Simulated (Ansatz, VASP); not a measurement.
This is a calculation of Al for VASP 6.6.1.

Contents of INCAR:

```
SYSTEM = Al
ALGO = Fast
EDIFF = 1E-6
ENCUT = 520
GGA = PE
ISIF = 2
ISMEAR = -1
LASPH = .True.
LCHARG = .False.
LREAL = .False.
LWAVE = .False.
NBANDS = 10
NELM = 60
PREC = Accurate
SIGMA = 0.05
```

KPOINTS

```
k-points
0
Gamma
  7 7 10
  0 0 0
```

The input POSCAR:

```
Al
1.0
    4.5162141141      0.0000000000      0.0000000000
   -2.2581120235      3.9111524923      0.0000000000
    0.0000000000      0.0000000000      2.7354466914
Al
2
Direct
    0.3333300000      0.6666700000      0.5000000000
    0.6666700000      0.3333300000      0.5000000000
```

Potentials or basis: VASP PAW PBE potentials, release 64 (Al).

Launch:

```bash
$ cat potpaw_PBE.64/Al/POTCAR > POTCAR
$ mpirun -np 1 vasp_std > vasp.out
```

Question: Set up the same calculation for Ansatz 0.2.0. Potentials there: Ansatz PAW.

Answer: As run (the cutoff follows the program's own potentials):

The input input.yaml:

```yaml
crystal:
  lattice:
    - [4.5162141141, 0.0, 0.0]
    - [-2.2581120235, 3.9111524923, 0.0]
    - [0.0, 0.0, 2.7354466914]
  atoms:
    - { symbol: Al, position: [0.33333, 0.66667, 0.5] }
    - { symbol: Al, position: [0.66667, 0.33333, 0.5] }
hamiltonian:
  xc: pbe
  pseudopotentials: { kind: paw }
kpoints:
  mp_grid: { grid: [7, 7, 10] }
scf:
  occupations: { method: fermi_dirac, width: 0.05 }
output:
  forces: true
  stress: true
  eigenvalues: true
```

Potentials or basis: Ansatz PAW.

The run is started by

```console
$ ansatz run input.yaml --threads 1 --pin off --max-ram 3584MiB --backend cpu --events-out ev --progress --plain --runs-dir out
```

Both were run:

|  | VASP | Ansatz | Ansatz less VASP |
| --- | --- | --- | --- |
| gap on the k mesh at the Fermi level (eV) | none | none | - |
| pressure (GPa) | 0.9 | 0.9 | +0.02 |
| largest component of the traceless stress (GPa) | 0.55 | 0.56 | +0.008 |

A gap of «none» marks a metal or a gap that the smearing closes. With one functional, cell and mesh, what is left measures potentials, basis and numerics.
